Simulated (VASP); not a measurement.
Write the native input for VASP 6.6.1 that does the following.

```
Task                   : core levels
Functional             : PBEsol
Potentials or basis    : VASP PAW PBE potentials, release 64 (Sn_d, O)
Cutoff                 : 520 eV
k mesh                 : 5 × 5 × 5
Occupations            : gaussian, width 0.02 eV
Spin                   : no spin polarisation
Further INCAR settings : ALGO = Normal; EDIFF = 1e-06
```

The structure of SnO2 lies in POSCAR:

```
SnO2
1.0
   -3.2488970000      3.4144700000      3.4140210000
    3.2488970000     -3.4144700000      3.4140210000
    3.2488970000      3.4144700000     -3.4140210000
Sn O
4 8
Direct
    0.5000000000      0.0000000000      0.0000000000
    0.5000000000      0.5000000000      0.5000000000
    0.0035990000      0.7535990000      0.2500000000
    0.9964010000      0.2464010000      0.7500000000
    0.8064960000      0.8037740000      0.4972780000
    0.8064960000      0.3092180000      0.0027220000
    0.3024350000      0.2459400000      0.0564950000
    0.6894450000      0.2459400000      0.4435050000
    0.3105550000      0.7540600000      0.5564950000
    0.1935040000      0.6907820000      0.9972780000
    0.6975650000      0.7540600000      0.9435050000
    0.1935040000      0.1962260000      0.5027220000
```

The cell is a database's computed one.

The input as run:

INCAR

```
  PREC = Accurate
  ENCUT = 520
  EDIFF = 1E-6
  ISMEAR = 0
  SIGMA = 0.02
  LREAL = F
  LASPH = T
  NELM = 100
  ALGO = Normal
  ISIF = 2
  LWAVE = F
  LCHARG = F
  GGA = PS
  ICORELEVEL = 1
```

KPOINTS

```
regular mesh
0
Gamma
  5 5 5
```

Potentials or basis: VASP PAW PBE potentials, release 64 (Sn_d, O).

Run with:

```console
$ cat potpaw_PBE.64/Sn_d/POTCAR potpaw_PBE.64/O/POTCAR > POTCAR
$ mpirun -np 1 vasp_std > vasp.out
```

Results of the run:

| Property | Result |
| --- | --- |
| Pressure | -6.0 GPa |
| Largest force | 0.084 eV/Å |
| Band gap on the k mesh | 0.53 eV |

Caveat: the PAW data sets were made with another functional, which shifts forces and pressure a little; spin-orbit coupling is left out, which moves the levels of the heavy elements.

It took 4.5 min on 1 thread of Intel(R) Xeon(R) 6975P-C (Granite Rapids), on a shared host, peak memory 0.4 GiB.
